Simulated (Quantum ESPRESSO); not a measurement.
# MoS2 (P-3m1) in Quantum ESPRESSO: settings compared

One crystal, MoS2, is run at these levels: PBEsol, LDA; tasks: band structure, single point, equation of state.

Program: Quantum ESPRESSO 7.5. These are calculated values, not measurements. Logs are shortened: lines on timing, memory, paths and dates and some standing lists are left out, and cuts for length are marked.

## (1) Starting point

It takes space group P-3m1 (No. 164, trigonal). Conventional cell: a = 3.227 Å, b = 3.227 Å, c = 6.312 Å, α = 90.00°, β = 90.00°, γ = 120.00°. Around Mo (site symmetry -3m) lie 6 S at 2.42 Å. Around S (site symmetry 3m) lie 3 Mo at 2.42 Å.

Measurements of this composition are mostly on another form, of space group No. 194.

## (2) Band structure, PBEsol

Contents of pw.in:

```
&CONTROL
  calculation = 'scf'
  prefix = 'pwscf'
  outdir = './tmp'
  pseudo_dir = './pseudo'
  tprnfor = .true.
  tstress = .true.
  disk_io = 'low'
/
&SYSTEM
  ibrav = 0
  celldm(1) = 8
  nat = 3
  ntyp = 2
  ecutwfc = 45
  ecutrho = 360
  nbnd = 20
  occupations = 'smearing'
  smearing = 'fd'
  degauss = 0.00367493
/
&ELECTRONS
  conv_thr = 6d-10
  electron_maxstep = 120
  mixing_beta = 0.5
/
ATOMIC_SPECIES
Mo    95.9500 mo_pbesol_v1.uspp.F.UPF
S     32.0600 s_pbesol_v1.4.uspp.F.UPF
CELL_PARAMETERS alat
  0.7623780122949   0.0000000000000   0.0000000000000
 -0.3811890061475   0.6602387259200   0.0000000000000
  0.0000000000000   0.0000000000000   1.4911057415975
ATOMIC_POSITIONS crystal
Mo     0.0000000000    0.0000000000    0.5000000000
S      0.6666666667    0.3333333333    0.7446806800
S      0.3333333333    0.6666666667    0.2553193200
K_POINTS automatic
9 9 4 0 0 0
```

Contents of bands.in:

```
&CONTROL
  calculation = 'bands'
  prefix = 'pwscf'
  outdir = './tmp'
  pseudo_dir = './pseudo'
  disk_io = 'low'
  verbosity = 'high'
/
&SYSTEM
  ibrav = 0
  celldm(1) = 8
  nat = 3
  ntyp = 2
  ecutwfc = 45
  ecutrho = 360
  nbnd = 20
  occupations = 'smearing'
  smearing = 'fd'
  degauss = 0.00367493
/
&ELECTRONS
  conv_thr = 1d-08
  electron_maxstep = 120
  mixing_beta = 0.5
  diago_full_acc = .true.
  startingwfc = 'random'
/
ATOMIC_SPECIES
Mo    95.9500 mo_pbesol_v1.uspp.F.UPF
S     32.0600 s_pbesol_v1.4.uspp.F.UPF
CELL_PARAMETERS alat
  0.7623780122949   0.0000000000000   0.0000000000000
 -0.3811890061475   0.6602387259200   0.0000000000000
  0.0000000000000   0.0000000000000   1.4911057415975
ATOMIC_POSITIONS crystal
Mo     0.0000000000    0.0000000000    0.5000000000
S      0.6666666667    0.3333333333    0.7446806800
S      0.3333333333    0.6666666667    0.2553193200
K_POINTS crystal
60
 0.0000000000  0.0000000000  0.0000000000 1
 0.0625000000  0.0000000000  0.0000000000 1
 0.1250000000  0.0000000000  0.0000000000 1
 0.1875000000  0.0000000000  0.0000000000 1
 0.2500000000  0.0000000000  0.0000000000 1
 0.3125000000  0.0000000000  0.0000000000 1
 0.3750000000  0.0000000000  0.0000000000 1
 0.4375000000  0.0000000000  0.0000000000 1
 0.5000000000  0.0000000000  0.0000000000 1
 0.4583333333  0.0833333333  0.0000000000 1
 0.4166666667  0.1666666667  0.0000000000 1
 0.3750000000  0.2500000000  0.0000000000 1
 0.3333333333  0.3333333333  0.0000000000 1
 0.3000000000  0.3000000000  0.0000000000 1
 0.2666666667  0.2666666667  0.0000000000 1
 0.2333333333  0.2333333333  0.0000000000 1
 0.2000000000  0.2000000000  0.0000000000 1
 0.1666666667  0.1666666667  0.0000000000 1
 0.1333333333  0.1333333333  0.0000000000 1
 0.1000000000  0.1000000000  0.0000000000 1
 0.0666666667  0.0666666667  0.0000000000 1
 0.0333333333  0.0333333333  0.0000000000 1
 0.0000000000  0.0000000000  0.0000000000 1
 0.0000000000  0.0000000000  0.1666666667 1
 0.0000000000  0.0000000000  0.3333333333 1
 0.0000000000  0.0000000000  0.5000000000 1
 0.0555555556  0.0000000000  0.5000000000 1
 0.1111111111  0.0000000000  0.5000000000 1
 0.1666666667  0.0000000000  0.5000000000 1
 0.2222222222  0.0000000000  0.5000000000 1
 0.2777777778  0.0000000000  0.5000000000 1
 0.3333333333  0.0000000000  0.5000000000 1
 0.3888888889  0.0000000000  0.5000000000 1
 0.4444444444  0.0000000000  0.5000000000 1
 0.5000000000  0.0000000000  0.5000000000 1
 0.4666666667  0.0666666667  0.5000000000 1
 0.4333333333  0.1333333333  0.5000000000 1
 0.4000000000  0.2000000000  0.5000000000 1
 0.3666666667  0.2666666667  0.5000000000 1
 0.3333333333  0.3333333333  0.5000000000 1
 0.3030303030  0.3030303030  0.5000000000 1
 0.2727272727  0.2727272727  0.5000000000 1
 0.2424242424  0.2424242424  0.5000000000 1
 0.2121212121  0.2121212121  0.5000000000 1
 0.1818181818  0.1818181818  0.5000000000 1
 0.1515151515  0.1515151515  0.5000000000 1
 0.1212121212  0.1212121212  0.5000000000 1
 0.0909090909  0.0909090909  0.5000000000 1
 0.0606060606  0.0606060606  0.5000000000 1
 0.0303030303  0.0303030303  0.5000000000 1
 0.0000000000  0.0000000000  0.5000000000 1
 0.5000000000  0.0000000000  0.5000000000 1
 0.5000000000  0.0000000000  0.3333333333 1
 0.5000000000  0.0000000000  0.1666666667 1
 0.5000000000  0.0000000000  0.0000000000 1
 0.3333333333  0.3333333333  0.0000000000 1
 0.3333333333  0.3333333333  0.1250000000 1
 0.3333333333  0.3333333333  0.2500000000 1
 0.3333333333  0.3333333333  0.3750000000 1
 0.3333333333  0.3333333333  0.5000000000 1
```

Potentials or basis: GBRV 1.5 PBEsol.

Command:

```
OMP_NUM_THREADS=1 mpirun -n 2 pw.x -nk 2 -in pw.in > pw.out
OMP_NUM_THREADS=1 mpirun -n 2 pw.x -nk 2 -in bands.in > bands.out
```

pw.out:

```text
This program is part of the open-source Quantum ESPRESSO suite
     for quantum simulation of materials; please cite
         "P. Giannozzi et al., J. Phys.:Condens. Matter 21 395502 (2009);
         "P. Giannozzi et al., J. Phys.:Condens. Matter 29 465901 (2017);
         "P. Giannozzi et al., J. Chem. Phys. 152 154105 (2020);
     in publications or presentations arising from this work. More details at

     Message from routine setup:
     using ibrav=0 with symmetry is DISCOURAGED, use correct ibrav instead

     K-points division:     npool     =       2
     Subspace diagonalization in iterative solution of the eigenvalue problem:
     a serial algorithm will be used

     G-vector sticks info
     --------------------
     sticks:   dense  smooth     PW     G-vecs:    dense   smooth      PW
     Sum         925     463    151                44365    15669    2663

     Using Slab Decomposition

     bravais-lattice index     =            0
     lattice parameter (alat)  =       8.0000  a.u.
     unit-cell volume          =     384.2818 (a.u.)^3
     number of atoms/cell      =            3
     number of atomic types    =            2
     number of electrons       =        26.00
     number of Kohn-Sham states=           20
     kinetic-energy cutoff     =      45.0000  Ry
     charge density cutoff     =     360.0000  Ry
     scf convergence threshold =      6.0E-10
     mixing beta               =       0.5000
     number of iterations used =            8  plain     mixing
     Exchange-correlation= SLA  PW   PSX  PSC
                           (   1   4  10   8   0   0   0)

     celldm(1)=   8.000000  celldm(2)=   0.000000  celldm(3)=   0.000000
     celldm(4)=   0.000000  celldm(5)=   0.000000  celldm(6)=   0.000000

     crystal axes: (cart. coord. in units of alat)
               a(1) = (   0.762378   0.000000   0.000000 )
               a(2) = (  -0.381189   0.660239   0.000000 )
               a(3) = (   0.000000   0.000000   1.491106 )

     reciprocal axes: (cart. coord. in units 2 pi/alat)
               b(1) = (  1.311685  0.757302 -0.000000 )
               b(2) = (  0.000000  1.514604  0.000000 )
               b(3) = (  0.000000 -0.000000  0.670643 )

     PseudoPot. # 1 for Mo read from file:
     mo_pbesol_v1.uspp.F.UPF
     Pseudo is Ultrasoft + core correction, Zval = 14.0
     Generated by new atomic code, or converted to UPF format
     Using radial grid of  889 points,  6 beta functions with:
                l(1) =   0
                l(2) =   0
                l(3) =   1
                l(4) =   1
                l(5) =   2
                l(6) =   2
     Q(r) pseudized with  6 coefficients,  rinner =    1.000   1.000   1.000
                                                       1.000   1.000

     PseudoPot. # 2 for S  read from file:
     s_pbesol_v1.4.uspp.F.UPF
     Pseudo is Ultrasoft + core correction, Zval =  6.0
     Generated by new atomic code, or converted to UPF format
     Using radial grid of  907 points,  6 beta functions with:
                l(1) =   0
                l(2) =   0
                l(3) =   1
                l(4) =   1
                l(5) =   2
                l(6) =   2
     Q(r) pseudized with  8 coefficients,  rinner =    1.300   1.300   1.300
                                                       1.300   1.300

     atomic species   valence    mass     pseudopotential
     Mo               14.00    95.95000     Mo( 1.00)
     S                 6.00    32.06000     S ( 1.00)

     12 Sym. Ops., with inversion, found

   Cartesian axes

     site n.     atom                  positions (alat units)
         1        Mo     tau(   1) = (   0.0000000   0.0000000   0.7455529  )
         2        S      tau(   2) = (   0.3811890   0.2200796   1.1103976  )
         3        S      tau(   3) = (  -0.0000000   0.4401592   0.3807081  )

     number of k points=    43  Fermi-Dirac smearing, width (Ry)=  0.0037
                       cart. coord. in units 2pi/alat
        k(    1) = (   0.0000000   0.0000000   0.0000000), wk =   0.0061728
        k(    2) = (   0.0000000   0.0000000   0.1676608), wk =   0.0123457
        k(    3) = (   0.0000000   0.0000000  -0.3353216), wk =   0.0061728
        k(    4) = (   0.0000000   0.1682893   0.0000000), wk =   0.0370370
        k(    5) = (   0.0000000   0.1682893   0.1676608), wk =   0.0370370
        k(    6) = (   0.0000000   0.1682893  -0.3353216), wk =   0.0370370
[... 35 lines left out ...]
        k(   42) = (  -0.1457428   0.5890125  -0.1676608), wk =   0.0740741
        k(   43) = (  -0.2914856   0.6731572  -0.1676608), wk =   0.0740741

     Dense  grid:    44365 G-vectors     FFT dimensions: (  40,  40,  75)

     Smooth grid:    15669 G-vectors     FFT dimensions: (  27,  27,  54)

     Initial potential from superposition of free atoms

     starting charge      25.9990, renormalised to      26.0000
     Starting wfcs are   21 randomized atomic wfcs

     Self-consistent Calculation

     iteration #  1     ecut=    45.00 Ry     beta= 0.50
     Davidson diagonalization with overlap
     ethr =  1.00E-02,  avg # of iterations =  5.3

     Threshold (ethr) on eigenvalues was too large:
     Diagonalizing with lowered threshold

     Davidson diagonalization with overlap
     ethr =  2.77E-04,  avg # of iterations =  3.6

     total energy              =    -187.49349540 Ry
     estimated scf accuracy    <       0.08362895 Ry
[... 19 lines left out ...]
     total energy              =    -187.51134902 Ry
     estimated scf accuracy    <       0.00061032 Ry

     iteration #  5     ecut=    45.00 Ry     beta= 0.50
     Davidson diagonalization with overlap
     c_bands:  1 eigenvalues not converged
     ethr =  2.35E-06,  avg # of iterations =  7.3

     total energy              =    -187.51145236 Ry
     estimated scf accuracy    <       0.00004158 Ry

     iteration #  6     ecut=    45.00 Ry     beta= 0.50
     Davidson diagonalization with overlap
     ethr =  1.60E-07,  avg # of iterations =  2.7
[... 18 lines left out ...]
     iteration #  9     ecut=    45.00 Ry     beta= 0.50
     Davidson diagonalization with overlap
     ethr =  1.84E-11,  avg # of iterations =  3.4

     End of self-consistent calculation

          k = 0.0000 0.0000 0.0000 (  1993 PWs)   bands (ev):

   -51.6012 -25.6547 -25.6231 -25.6231  -4.7167  -3.2551   3.4119   6.0721
     6.0721   8.2857   9.0273   9.1504   9.1504   9.8078   9.8078  13.3128
    13.3128  16.0509  16.1769  19.5012
[... 231 lines left out ...]
   -51.5704 -25.9403 -25.6968 -25.5905  -3.1860  -2.4577   3.3866   4.6583
     5.6891   6.0067   7.4101   8.1926   8.4027  11.0265  11.8364  13.5381
    13.7705  15.2938  16.1889  18.0032

          k =-0.1457 0.4207-0.1677 (  1968 PWs)   bands (ev):

   -51.5809 -25.8227 -25.6838 -25.6123  -3.5569  -3.0514   4.3886   5.2204
     5.4569   6.3096   7.1940   8.1238   9.0959  10.5904  11.3737  12.4694
    13.4228  17.0681  17.7568  18.8485

          k =-0.1457 0.5890-0.1677 (  1954 PWs)   bands (ev):

   -51.5721 -25.9051 -25.7123 -25.5939  -3.1733  -2.6545   3.9143   4.5089
     5.8162   6.0432   7.1484   7.5373   9.0911  10.8962  11.6787  12.7070
    13.8228  16.1387  17.0077  18.6097

          k =-0.2915 0.6732-0.1677 (  1956 PWs)   bands (ev):

   -51.5674 -25.8994 -25.7780 -25.5842  -2.8602  -2.5339   3.9906   4.5730
     5.6080   6.0268   6.2286   7.0347   9.8409  10.8725  11.4071  12.6175
    13.9678  16.7077  17.6270  17.9997

     the Fermi energy is    10.1015 ev

!    total energy              =    -187.51146605 Ry
     estimated scf accuracy    <          2.5E-10 Ry
     smearing contrib. (-TS)   =      -0.00064235 Ry
     internal energy E=F+TS    =    -187.51082370 Ry

     The total energy is F=E-TS. E is the sum of the following terms:
     one-electron contribution =     -95.15474862 Ry
     hartree contribution      =      57.72298024 Ry
     xc contribution           =     -35.91497800 Ry
     ewald contribution        =    -114.16407733 Ry

     convergence has been achieved in   9 iterations

     Forces acting on atoms (cartesian axes, Ry/au):

     atom    1 type  1   force =     0.00000000    0.00000000    0.00000000
     atom    2 type  2   force =    -0.00000000   -0.00000000    0.00013047
     atom    3 type  2   force =    -0.00000000   -0.00000000   -0.00013047

     Total force =     0.000185     Total SCF correction =     0.000005

     Computing stress (Cartesian axis) and pressure

          total   stress  (Ry/bohr**3)                   (kbar)     P=      -37.32
  -0.00033769  -0.00000000   0.00000000          -49.68       -0.00        0.00
  -0.00000000  -0.00033769   0.00000000           -0.00      -49.68        0.00
   0.00000000   0.00000000  -0.00008564            0.00        0.00      -12.60

=------------------------------------------------------------------------------=
   JOB DONE.
=------------------------------------------------------------------------------=
```

It took 57 s on 2 MPI ranks of Arm Neoverse V1, shared host; peak memory 0.28 GiB.

Results:

| Item | Value |
| --- | --- |
| Free energy | -2551.2235 eV |
| Pressure | -3.7 GPa |
| Largest force | 0.003 eV/Å |
| Band gap on the k mesh | none (metal or under the smearing width) |

Forces on the atoms (eV/Å):
```
Mo   0.000  0.000  0.000
S    0.000  0.000  0.003
S    0.000  0.000 -0.003
```

Levels at the corners of the path, in eV from the Fermi level:
```tsv
point	band 9	band 10	band 11	band 12	band 13	band 14	band 15	band 16	band 17	band 18
Γ	-4.03	-1.82	-1.07	-0.95	-0.95	-0.29	-0.29	3.21	3.21	5.95
M	-4.74	-4.09	-3.18	-1.75	-1.72	0.95	1.72	3.65	3.77	5.50
K	-5.41	-3.85	-3.85	-3.44	0.62	0.83	0.83	2.85	2.85	5.75
Γ	-4.03	-1.82	-1.07	-0.95	-0.95	-0.29	-0.29	3.21	3.21	5.95
A	-4.02	-3.60	-0.96	-0.96	-0.36	-0.36	-0.06	3.37	3.37	5.91
L	-4.74	-4.14	-2.38	-2.11	-1.60	0.95	1.73	3.32	4.46	4.80
H	-5.21	-3.79	-3.79	-3.78	0.36	0.36	0.63	3.61	3.61	7.63
A	-4.02	-3.60	-0.96	-0.96	-0.36	-0.36	-0.06	3.37	3.37	5.91
L	-4.74	-4.14	-2.38	-2.11	-1.60	0.95	1.73	3.32	4.46	4.80
M	-4.74	-4.09	-3.18	-1.75	-1.72	0.95	1.72	3.65	3.77	5.50
K	-5.41	-3.85	-3.85	-3.44	0.62	0.83	0.83	2.85	2.85	5.75
H	-5.21	-3.79	-3.79	-3.78	0.36	0.36	0.63	3.61	3.61	7.63
```

Caveat: some levels on the path didn't converge; this functional lacks dispersion, which binds the layers, so the pressure and a relaxed spacing across them are unreliable.

## (3) Single point, LDA, 17.84 Å³/atom

Contents of pw.in:

```
&CONTROL
  calculation = 'scf'
  prefix = 'pwscf'
  outdir = './tmp'
  pseudo_dir = './pseudo'
  tprnfor = .true.
  tstress = .true.
  disk_io = 'nowf'
/
&SYSTEM
  ibrav = 0
  nat = 3
  ntyp = 2
  ecutwfc = 45
  ecutrho = 360
  nbnd = 20
  occupations = 'smearing'
  smearing = 'fd'
  degauss = 0.00367493
/
&ELECTRONS
  conv_thr = 6d-10
  electron_maxstep = 120
  mixing_beta = 0.5
/
ATOMIC_SPECIES
Mo    95.9500 mo_lda_v1.uspp.F.UPF
S     32.0600 s_lda_v1.4.uspp.F.UPF
CELL_PARAMETERS angstrom
   3.1615794509    0.0000000000    0.0000000000
  -1.5807897255    2.7380081205    0.0000000000
   0.0000000000    0.0000000000    6.1836112739
ATOMIC_POSITIONS crystal
Mo     0.0000000000    0.0000000000    0.5000000000
S      0.6666666667    0.3333333333    0.7446806800
S      0.3333333333    0.6666666667    0.2553193200
K_POINTS automatic
9 9 4 0 0 0
```

Potentials or basis: GBRV 1.5 LDA.

Command:

```
OMP_NUM_THREADS=1 mpirun -n 2 pw.x -nk 2 -in pw.in > pw.out
```

It took 20 s on 2 MPI ranks of Arm Neoverse V1, shared host; peak memory 0.28 GiB.

Results (log left out):

```yaml
Free_energy: -2555.5890 eV
Pressure: 2.6 GPa
Largest_force: 0.896 eV/Å
Band_gap_on_the_k_mesh: none (metal or under the smearing width)
```

## (4) Single point, LDA, 18.22 Å³/atom

Changes to pw.in since step 3:

```diff
@@ -29,5 +29,5 @@
 CELL_PARAMETERS angstrom
-   3.1615794509    0.0000000000    0.0000000000
-  -1.5807897255    2.7380081205    0.0000000000
-   0.0000000000    0.0000000000    6.1836112739
+   3.1838448285    0.0000000000    0.0000000000
+  -1.5919224143    2.7572905031    0.0000000000
+   0.0000000000    0.0000000000    6.2271592669
 ATOMIC_POSITIONS crystal
```

Command:

```
OMP_NUM_THREADS=1 mpirun -n 2 pw.x -nk 2 -in pw.in > pw.out
```

Wall time 21 s (2 MPI ranks of Arm Neoverse V1, shared host); peak memory 0.28 GiB.

Results (log left out):

```yaml
Free_energy: -2555.5968 eV
Pressure: -0.7 GPa
Largest_force: 0.519 eV/Å
Band_gap_on_the_k_mesh: none (metal or under the smearing width)
```

(Continued in part 2 of 2.)
